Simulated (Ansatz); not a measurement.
**KBr: electron density at the nuclei under pressure**

```
K Br
1.0
     0.00000    3.29250    3.29250
     3.29250    0.00000    3.29250
     3.29250    3.29250    0.00000
K Br
1 1
Direct
  0.00000 0.00000 0.00000
  0.50000 0.50000 0.50000
```

Atoms are numbered in the order listed.

The cell is COD entry 1010046, as deposited and not checked against the literature; nothing was relaxed. It is an old determination, and later ones may differ.

These are results of Ansatz 0.2.0, DFT, PBE, all-electron PAW with datasets made for the crystal, scalar-relativistic, not measurements.

Numerical set-up: a Γ-centred 7×7×7 k mesh, Fermi–Dirac smearing of 0.01 eV, cutoff 200 eV (chosen by the program for this cell), no spin polarisation.

The contact density is the mean electron density over the nuclear volume; its changes follow the s electrons' response to bonding and compression. Changes below are taken from the unscaled cell, where it is 34807.5 e/Å³ at K1, 293309 e/Å³ at Br2.

```tsv
V/V(cell)	P (GPa)	Δρ(0) K1 (e/Å³)	Δρ(0) Br2 (e/Å³)
0.9500	1.8	?	-0.28
1.0000	0.8	0.00	0.00
1.0500	0.1	?	?
```

(1) Give the missing entry: row "1.0500", column "Δρ(0) K1 (e/Å³)".

(2) Give the missing entry: row "0.9500", column "Δρ(0) K1 (e/Å³)".

(3) Give the missing entry: row "1.0500", column "Δρ(0) Br2 (e/Å³)".

The datasets are made afresh for each cell, so very small changes are uncertain.

Results:

(1) -0.14.

(2) 0.16.

(3) 0.27.
